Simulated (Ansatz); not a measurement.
# W2NS2 MXene monolayer in a perpendicular field, part 2 of 2

Wanted: the out-of-plane response of the W2NS2 MXene monolayer. A positive field points along +c.

Ansatz 0.2.0; plane-wave DFT, PBE-D3(BJ), Ansatz PAW.

So far. Step 2 (Relaxation): The lattice constant a goes from 3.054 to 2.995 Å.

**3. Atoms held, field 0, start network**

A sawtooth potential applies the field, turning back in the middle of the vacuum. With the dipole correction the typed value is the field outside the slab. The induced dipole is small, so the SCF threshold is tight.

The cell differs from the one that the last finished run ended in (c 42.977 → 24.130 Å).

input.yaml reads:

```yaml
crystal:
  lattice:
    - [2.9950335978, 0.0, 0.0]
    - [-1.4975167989, 2.5937751808, 0.0]
    - [0.0, 0.0, 24.1301214189]
  atoms:
    - { symbol: S, position: [0.3333333333, 0.6666666667, 0.3729778166] }
    - { symbol: W, position: [0.6666666667, 0.3333333333, 0.4415966061] }
    - { symbol: "N", position: [0.0, 0.0, 0.5] }
    - { symbol: W, position: [0.3333333333, 0.6666666667, 0.5584033939] }
    - { symbol: S, position: [0.6666666667, 0.3333333333, 0.6270221834] }
kpoints:
  mp_grid: { grid: [18, 18, 1] }
  band_path:
    path: [[0, 0, 0], [0.5, 0, 0], [0.33333333, 0.33333333, 0], [0, 0, 0]]
    npoints: 16
hamiltonian:
  xc: pbe
  dispersion: d3bj
scf:
  occupations: { method: fermi_dirac, width: 0.02585 }
  convergence: { dr2_threshold: 1.0e-10 }
efield:
  axis: 3
  dipole_correction: true
  ramp_position: 0.97
  ramp_width: 0.06
  amplitude: 0
output:
  dos: { projected: true, e_range: [-6, 5] }
  write_potential: true
  write_density: true
  volumetric_format: npy
  elf: true
```

Started as:

```
> ansatz run input.yaml --threads 2 --pin off --max-ram 3072MiB --backend cpu --events-out ev --progress --plain --runs-dir out
```

Numbers of over 12 decimals in the logs are rounded to 6 here.

What it wrote:

```text
[...]
Crystal: 5 atoms, lattice volume = 187.453 Å³
Basis set: ecut = 420 eV, 3549 PW (Γ)
Bands: 28, of which v1, the nominal top of the filled ones, is band 23 counted from 1 (22 counted from 0)
Symmetry: 6 space group operations
k-points: 37 of 324 (time reversal used)
[...]
SCF iter   1: F=—  HF=-22960.670739 eV  |F-HF|=—  |Δ(HF+E_count)|=         —  Δρ=4.58e-3  dr2=1.39e-1  ethr=1.77e-3  p=0.000 e·Å  D=2.82e-13 V/Å  ΔV_dip=-0.00 eV  dr2_dipole=1.02e-7  V_vac-E_F(+/−)=5.04/5.04 eV  ⟨swp⟩=9.8  Hψ=6325  notcnv=0
efield: sawtooth ramp at fractional position 0.9700 (set: `efield.ramp_position`, or a place that a band, a saddle search or an elastic batch's reference lends), width 0.0600; the density the first Hamiltonian is built on has a dipole p = 0.000 e·Å; the dipole correction subtracts the counter field D = 2.82e-13 V/Å, which shifts the + side's vacuum level by -0.00 eV against the − side's; the planar-averaged density in the ramp window peaks in size at 1.8e-5 e/Å³
[...]
SCF iter   2: F=—  HF=-22960.658325 eV  |F-HF|=—  |Δ(HF+E_count)|=   1.24e-2  Δρ=2.22e-3  dr2=2.05e-2  ethr=3.08e-4  p=-0.000 e·Å  D=-1.83e-5 V/Å  ΔV_dip=0.00 eV  dr2_dipole=1.62e-7  V_vac-E_F(+/−)=5.08/5.08 eV  ⟨swp⟩=3.8  Hψ=2362  notcnv=0  defer=27
[...]
SCF iter   9: F=-22960.655111 eV  HF=-22960.655111 eV  |F-HF|=1.02e-10  |Δ(HF+E_count)|=  6.11e-10  Δρ=1.86e-7  dr2=7.07e-11  ethr=1.00e-12  p=0.000 e·Å  D=3.95e-8 V/Å  ΔV_dip=-0.00 eV  dr2_dipole=1.38e-12  V_vac-E_F(+/−)=5.02/5.02 eV  ⟨swp⟩=7.1  Hψ=4700  notcnv=0
SCF 1 converged in 9 iterations: F = -22960.655111 eV  dr2 = 7.07e-11
[...]
NSCF: frozen V_eff on 49 k-points
efield: sawtooth ramp at fractional position 0.9700 (kept from the solve that this one continues, or follows in the run), width 0.0600; the density the first Hamiltonian is built on has a dipole p = 0.000 e·Å; the dipole correction subtracts the counter field D = 3.95e-8 V/Å, which shifts the + side's vacuum level by -0.00 eV against the − side's; the planar-averaged density in the ramp window peaks in size at 1.2e-6 e/Å³
WARN: The output density's exchange-correlation potential varies sharply where the density is thin. Do not read a vacuum level from v_tot or v_xc, or from such a field of the output density. On a cell that repeats whose density bears no net charge and no dipole along the vacuum's axis use v_es (v_loc + v_h of the components); under efield.dipole_correction with no amplitude use v_es + v_field, which holds any externa [...]
SCF converged after 9 iterations
Free energy (F): -22960.655111 eV
[...]
Internal energy: -22960.648208 eV  (E = F + TS)
E sigma→0 (E₀):  -22960.651659 eV
Entropy (-TS):   -0.006903 eV (-1.381 meV/atom)
Fermi energy:    2.727330 eV
Dipole field:    D = -0.000002 V/Å  (p = -0.000002 e·Å, saw-weighted, corrected)
Work function:   Φ+ = 5.0212 eV   Φ− = 5.0211 eV
Levels:          The Fermi level and band energies are counted from a zero that moves with the ramp; work functions are not
[...]
--- Band table (eV; the first three rows and the last of 37) ---
  k-point 0: bands = [... 19 lower, 2.0773, 2.0773, 2.0860, 2.0860, 2.2444, 2.9286, 2.9286, 5.4876, ... 1 higher]
  k-point 1: bands = [... 19 lower, 1.4045, 1.5357, 2.3320, 2.5283, 2.6627, 2.8030, 2.8833, 5.3451, ... 1 higher]
  k-point 2: bands = [... 19 lower, 0.8499, 1.0970, 2.1523, 2.5127, 2.7379, 3.1371, 3.2781, 5.1067, ... 1 higher]
  k-point 36: bands = [... 19 lower, -1.4667, 2.5773, 3.0657, 3.0657, 3.6912, 4.4591, 4.4591, 5.4665, ... 1 higher]
```

Elapsed: 21 s, on 2 threads of Intel Xeon at 2.70GHz, shared host; peak memory 0.56 GiB; 40 s of CPU time.

Numbers from this step:

* energy at zero smearing: -22960.6517 eV
* work function, upper face: 5.021 eV
* dipole along the normal: -1.65e-6 e·Å

Running mean over a fixed 2.5 Å (it still follows the layers) of the planar mean; the ramp of the sawtooth is left out. Electron's electrostatic potential energy less the Fermi level against z:

z (Å), electron's electrostatic potential energy less the Fermi level (eV) and a bar from the least value:
```
      3.0        5.0 ##############################
      3.5        5.0 ##############################
      4.0        5.0 ##############################
      4.5        5.0 ##############################
      5.0        5.0 ##############################
      5.5        5.0 ##############################
      6.0        5.0 ##############################
      6.5        4.9 ##############################
      7.0        4.3 #############################
      7.5        2.2 #########################
      8.0       -0.7 #####################
      8.5       -3.3 ################
      9.0       -6.4 ###########
      9.5      -10.8 ####
     10.0      -13.2 
     10.5      -12.9 
     11.0      -13.1 
     11.5      -12.6 #
     12.0      -11.7 ##
     12.5      -12.3 ##
     13.0      -13.1 
     13.5      -12.9 #
     14.0      -13.2 
     14.5      -11.7 ##
     15.0       -7.5 #########
     15.5       -3.9 ###############
     16.0       -1.4 ###################
     16.5        1.5 ########################
     17.0        3.9 ############################
     17.5        4.8 ##############################
     18.0        5.0 ##############################
     18.5        5.0 ##############################
     19.0        5.0 ##############################
     19.5        5.0 ##############################
     20.0        5.0 ##############################
     20.5        5.0 ##############################
     21.0        5.0 ##############################
```

The density of states has structure finer than the step of the table below, so its rows give means over 0.2 eV, whole bins alone (the curve runs from -6 to 1.99 eV). Peaks (eV: height): -5.94: 5.53, -5.15: 7.90, -5.09: 9.12, -2.69: 5.29, -1.92: 13.1, -0.24: 8.44, -0.02: 8.02.

The density of states by energy, zero at the Fermi level; means over each step:

```tsv
energy (eV)	density of states (states/eV a cell)
-5.8	3.77
-5.6	3.78
-5.4	2.47
-5.2	4.30
-5.0	4.93
-4.8	3.43
-4.6	2.67
-4.4	1.67
-4.2	2.79
-4.0	2.59
-3.8	2.73
-3.6	3.07
-3.4	2.44
-3.2	3.29
-3.0	3.34
-2.8	3.02
-2.6	2.63
-2.4	1.35
-2.2	0.962
-2.0	2.58
-1.8	3.81
-1.6	2.62
-1.4	1.98
-1.2	1.97
-1.0	3.04
-0.8	1.92
-0.6	1.29
-0.4	1.52
-0.2	4.32
0.0	2.98
0.2	1.99
0.4	2.10
0.6	1.85
0.8	2.13
1.0	2.81
1.2	2.31
1.4	2.08
1.6	1.85
1.8	2.11
```

Projected DOS per atom over height of the atomic layer and energy from the Fermi level. Layers: S W N W S from below.

Ten even steps from '_' (0.04 states/eV) to '@' (1.13 states/eV), each cell a mean:
```
__##__##__
__**__**__
..%%..%%..
..**..**..
__**..**__
..%%::%%..
..##::##..
..==..==..
::##..##::
::++::++::
##**--**##
....__....
====__====
##++__++##
##--__--##
%%::::::%%
%%--..--%%
==::__::==
##++..++##
**@@@@@@**
--++@@++--
****%%****
```
Columns: height of the atomic layer (Å) from 9 to 15.1 (not evenly spaced); rows upwards: energy from the Fermi level (eV) from -5.96 to 1.96.

The electronic bands at the labelled points (eV, zero at the Fermi level):

```tsv
point	band 19	band 20	band 21	band 22	band 23	band 24	band 25	band 26
Γ	-2.18	-0.65	-0.65	-0.64	-0.64	-0.48	0.20	0.20
halfway	-2.60	-2.34	-1.96	-1.16	-0.04	0.32	1.08	1.70
M	-3.12	-2.92	-1.89	-1.83	2.36	2.62	2.86	2.92
halfway	-3.82	-3.54	-1.59	-0.52	1.28	1.85	2.33	2.34
K	-4.19	-4.19	-0.15	0.34	0.34	0.96	1.73	1.73
halfway	-2.99	-2.98	-1.25	-1.17	-0.16	0.48	1.56	2.11
Γ	-2.18	-0.65	-0.65	-0.64	-0.64	-0.48	0.20	0.20
```

Electrostatic potential energy in the ca plane at fractional y = 0.333, with atoms of W and S within 0.2 Å of it. With pseudopotentials it is smooth inside the atoms' cores, unlike the true potential.

Ten even steps from '0' (-44 eV) to '9' (8 eV), each cell a mean:
```
99999999999999999999886311578887778644689999
99999999999999999999983000168998887312279999
99999999999999999999972000058999886223269999
99999999999999999999984000268988887311379999
99999999999999999998887423588887778755799999
99999999999999999987788777888875567888999999
99999999999999999987678888888875357899999999
99999999999999999987788767888876567888999999
```
Columns run along c (16.0 Å, from fractional 0.08 to 0.74 of the cell; values clipped at the 3rd and 97th percentile), rows up along a (3.0 Å). Atoms in or near the plane, at fractional coordinates: W at (0.44, 0.67), S at (0.63, 0.67).

Valence density in the ca plane at fractional y = 0.333, with atoms of W and S within 0.2 Å of it. It is the smooth field of the valence electrons, not physical close to the nuclei.

Ten steps, logarithmic in the rise over the least value, from '0' (0.0 e/Å³) to '9' (5.0 e/Å³), each cell a mean:
```
00000000000000001234445788644334445666542100
00000000000000000123347999853333445666653100
00000000000000000112347999953233345655653100
00000000000000000123347999853333445666653100
00000000000000001234455787544444545566532000
00000000000000001245554454445555654444321000
00000000000000001345554444455556664433210000
00000000000000001245554455445445654444321000
```
Columns run along c (16.0 Å, from fractional 0.08 to 0.74 of the cell), rows up along a (3.0 Å). Atoms in or near the plane, at fractional coordinates: W at (0.44, 0.67), S at (0.63, 0.67).

ELF in the ca plane at fractional y = 0.333, with atoms of W and S within 0.2 Å of it. It is the smooth field of the valence electrons, not physical close to the nuclei.

Ten even steps from '0' (0.00) to '9' (0.94), each cell a mean:
```
00000000000000001245542465323222225888987420
00000000000000000011224656621113346744999741
00000000000000000001125614731113346511899741
00000000000000000012323656521112346755999731
00000000000000001345653354223322225788886410
00000000000000014678874222246422322455431000
00000000000000025788875332367522432222100000
00000000000000014677774222246422323566542100
```
Columns run along c (16.0 Å, from fractional 0.08 to 0.74 of the cell), rows up along a (3.0 Å). Atoms in or near the plane, at fractional coordinates: W at (0.44, 0.67), S at (0.63, 0.67).

The work function of the upper face is 5.02 eV.

**4. Single point, field 0.1 V/Å**

input.yaml, as its differences from that of step 3:

```diff
@@ -25,7 +25,6 @@
   dipole_correction: true
-  ramp_position: 0.97
-  ramp_width: 0.06
-  amplitude: 0
+  ramp_position: 0.9482
+  ramp_width: 0.1036
+  amplitude: 0.1
 output:
-  dos: { projected: true, e_range: [-6, 5] }
   write_potential: true
@@ -33,2 +32 @@
   volumetric_format: npy
-  elf: true
```

What it wrote:

```text
[...]
Crystal: 5 atoms, lattice volume = 187.453 Å³
Basis set: ecut = 420 eV, 3549 PW (Γ)
Bands: 28, of which v1, the nominal top of the filled ones, is band 23 counted from 1 (22 counted from 0)
Symmetry: 6 space group operations
k-points: 37 of 324 (time reversal used)
[...]
k-point 0: bands = [... 19 lower, 2.0767, 2.0767, 2.0858, 2.0858, 2.2440, 2.9283, 2.9283, 5.4872, ... 1 higher]
  k-point 1: bands = [... 19 lower, 1.4041, 1.5353, 2.3316, 2.5279, 2.6623, 2.8026, 2.8829, 5.3445, ... 1 higher]
  k-point 2: bands = [... 19 lower, 0.8496, 1.0966, 2.1519, 2.5123, 2.7375, 3.1367, 3.2777, 5.1061, ... 1 higher]
  k-point 36: bands = [... 19 lower, -1.4566, 2.5769, 3.0624, 3.0683, 3.6908, 4.4567, 4.4607, 5.4661, ... 1 higher]
[key lines of the parts left out:]
SCF converged after 11 iterations
Free energy (F): -22960.656881 eV
Fermi energy:    2.726932 eV
Dipole field:    D = 0.034173 V/Å  (p = 0.035401 e·Å, saw-weighted, corrected)
```

Wall time 22 s (2 threads); peak memory 0.55 GiB.

The dipole is 0.0354 e·Å.

**5. Atoms held, field -0.1 V/Å**

input.yaml, as its differences from that of step 4:

```diff
@@ -27,3 +27,3 @@
   ramp_width: 0.1036
-  amplitude: 0.1
+  amplitude: -0.1
 output:
```

What it wrote:

```text
[...]
Crystal: 5 atoms, lattice volume = 187.453 Å³
Basis set: ecut = 420 eV, 3549 PW (Γ)
Bands: 28, of which v1, the nominal top of the filled ones, is band 23 counted from 1 (22 counted from 0)
Symmetry: 6 space group operations
k-points: 37 of 324 (time reversal used)
[...]
k-point 0: bands = [... 19 lower, 2.0767, 2.0767, 2.0858, 2.0858, 2.2440, 2.9283, 2.9283, 5.4872, ... 1 higher]
  k-point 1: bands = [... 19 lower, 1.4041, 1.5353, 2.3316, 2.5279, 2.6623, 2.8026, 2.8829, 5.3445, ... 1 higher]
  k-point 2: bands = [... 19 lower, 0.8496, 1.0966, 2.1519, 2.5123, 2.7375, 3.1367, 3.2777, 5.1061, ... 1 higher]
  k-point 36: bands = [... 19 lower, -1.4566, 2.5769, 3.0624, 3.0683, 3.6908, 4.4567, 4.4607, 5.4661, ... 1 higher]
[key lines of the parts left out:]
SCF converged after 11 iterations
Free energy (F): -22960.656881 eV
Fermi energy:    2.726932 eV
Dipole field:    D = -0.034174 V/Å  (p = -0.035402 e·Å, saw-weighted, corrected)
```

Run time: 24 s. Hardware: 2 threads; peak memory 0.54 GiB; 46 s of CPU time.

The dipole is -0.0354 e·Å.

**6. Response, atoms held**

This step: plane-wave DFT, PBE-D3(BJ), Ansatz PAW; response to a field along the normal, atoms held (Ansatz 0.2.0).

The dipoles give the slope, and the difference of two potentials shows where the field is screened.

This step gave:

| Item | Value |
| --- | --- |
| equivalent conductor thickness p/(ε₀AE) | 8.246 Å |
| distance between the outer atoms | 6.130 Å |

Table of dipole of the cell by applied field:

```tsv
applied field (V/Å)	dipole of the cell (e·Å)
-0.1000	-0.0354
0.0000	-1.7e-6
0.1000	0.0354
```

Local field over the applied field, running mean. From the potentials at -0.1 and 0.1 V/Å; running mean over 2.5 Å. Local field over applied field against z:

```tsv
z (Å)	local field over applied field
4.02	1.000
4.47	0.999
4.92	0.997
5.36	0.991
5.81	0.978
6.26	0.946
6.70	0.879
7.00	0.807
7.45	0.667
7.89	0.510
8.34	0.347
8.79	0.205
9.23	0.109
9.68	0.0539
10.13	0.0254
10.58	0.0162
11.02	0.0173
11.47	0.0100
11.92	-0.00273
12.21	-0.00273
12.66	0.0100
13.11	0.0173
13.55	0.0163
14.00	0.0254
14.45	0.0539
14.90	0.109
15.34	0.205
15.79	0.347
16.24	0.510
16.68	0.667
17.13	0.807
17.43	0.879
17.87	0.946
18.32	0.978
18.77	0.991
19.21	0.997
19.66	0.999
20.11	1.000
```

The induced electron density oscillates, so the rows of the table below give means over windows of 1 Å about each position, cut where the curve ends. Its maxima inside the range that stand out by 2 % of the span (Å: e/Å³ per V/Å): 8.0: 0.00364, 9.1: 0.00126, 10.6: 0.00112, 12.8: 2.7e-4, 14.2: 0.00103, 15.3: -1.0e-3. Its minima: 8.8: 1.0e-3, 10.0: -0.00103, 11.3: -2.7e-4, 13.6: -0.00112, 15.0: -0.00126, 16.1: -0.00364.

Electrons, planar mean, per unit field. Induced electron density against z; means over each step:

```tsv
z (Å)	induced electron density (e/Å³ per V/Å)
5	2.1e-5
6	1.8e-4
7	0.00122
8	0.00307
9	0.00109
10	-3.7e-4
11	3.2e-4
12	-1.4e-5
13	-1.8e-4
14	2.4e-4
15	-8.7e-4
16	-0.00294
17	-0.00150
18	-2.4e-4
19	-2.8e-5
20	-4.0e-6
```

By hand: between -0.1 and 0.1 V/Å the dipole changes by 0.07080 e·Å, a slope of 0.3540 e·Å²/V. A perfect conductor of thickness t has p = ε₀AEt, so t = 180.95 × 0.3540 / 7.768 = 8.25 Å (e/ε₀ = 180.95 V·Å, A in Å²).

The induced dipole is that of a conductor 8.25 Å thick.

**7. Outcome**

| Property | Result |
| --- | --- |
| gap without field | none |
| work function, upper face | 5.02 eV |
| equivalent conductor thickness, atoms held | 8.25 Å |

What this shows: The induced dipole equals that of a perfect conductor 8.25 Å thick, while the outer atoms lie 6.13 Å apart. There is no gap over 0.03 eV, with or without the field. The first relaxation ran with spin and lost its moment, and the later runs have none; other magnetic states were not tried. Spin-orbit coupling is left out, which matters for the bands of elements this heavy. The MXene's terminations sit over the metal atoms of its far layer; the site over carbon or nitrogen, which some compounds prefer, was not run.

[Logs are printed without paths, hosts, clocks, repeated set-up lines and the standing remarks that a program may print on its own settings, such as how far it seeks lower states.]

[Hosts, paths, dates, database ids (printed as entryN), source tags and the programs' standing remarks are cut or masked in the printed files.]

[Maps of the electrostatic potential energy from Ansatz leave out the sawtooth potential of an applied field or a dipole correction, so their vacuum need not be flat; planar profiles and work functions include it.]

[The density of states shown here was stored with 400 of the rows of the run's finer table, so its peaks can read low, often by over a quarter, or be missed, and its means over a window can be off by a tenth or more.]
